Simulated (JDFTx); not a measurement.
MnS under changes of volume

One of the cells (17.667 Å³/atom); the others are scaled copies at fixed shape and fractional positions:

```
Mn S
1.0
     0.00000    2.60450    2.60450
     2.60450    0.00000    2.60450
     2.60450    2.60450    0.00000
Mn S
1 1
Direct
  0.00000 0.00000 0.00000
  0.50000 0.50000 0.50000
```

| Quantity | Value |
| --- | --- |
| Program | JDFTx 1.7.0 (patched build) |
| Functional | PBEsol |
| Potentials or basis | PseudoDojo-SR-PBEsol-0.4.1-standard |
| Cutoff | 1306 eV |
| Density cutoff | 10449 eV |
| k mesh | 7 × 7 × 7 |
| Occupations | fermi-dirac, width 0.05 eV |
| Spin | collinear spin, ferromagnetic start |
| Starting moments | [4.0, 0.0] μB |

| volume (Å³/atom) | energy over the lowest point (meV/atom) | pressure (GPa) | moment (μB per cell) |
| --- | --- | --- | --- |
| 16.607 | 0.00 | -3.7 | 4.57 |
| 16.961 | 9.54 | -5.0 | 4.62 |
| 17.314 | 21.59 | -6.1 | 4.66 |
| 17.667 | 35.70 | -7.0 | 4.70 |
| 18.021 | 52.16 | -8.0 | 4.73 |
| 18.374 | 70.90 | -8.8 | 4.76 |
| 18.727 | ? | ? | ? |

What does the run at 18.727 Å³/atom give?

Energy over the lowest point 91.36 meV/atom; pressure -9.5 GPa; moment 4.79 μB per cell.

Worked out: A Birch-Murnaghan fit of order 3 (a polynomial in V^(-2/3)) to the other rows has no minimum within the range. It gives 91.73 meV/atom at 18.727 Å³/atom, against the run's 91.36, and -dE/dV = -9.9 GPa, against -9.5. A parabola through the other rows of the moment, of slope 0.0573 μB per Å³/atom there, extrapolates to 4.78 μB, against the run's 4.79.

Energies are extrapolated to zero smearing.

Caveats: a cell with one magnetic atom can't hold antiferromagnetic order, which such compounds often take.
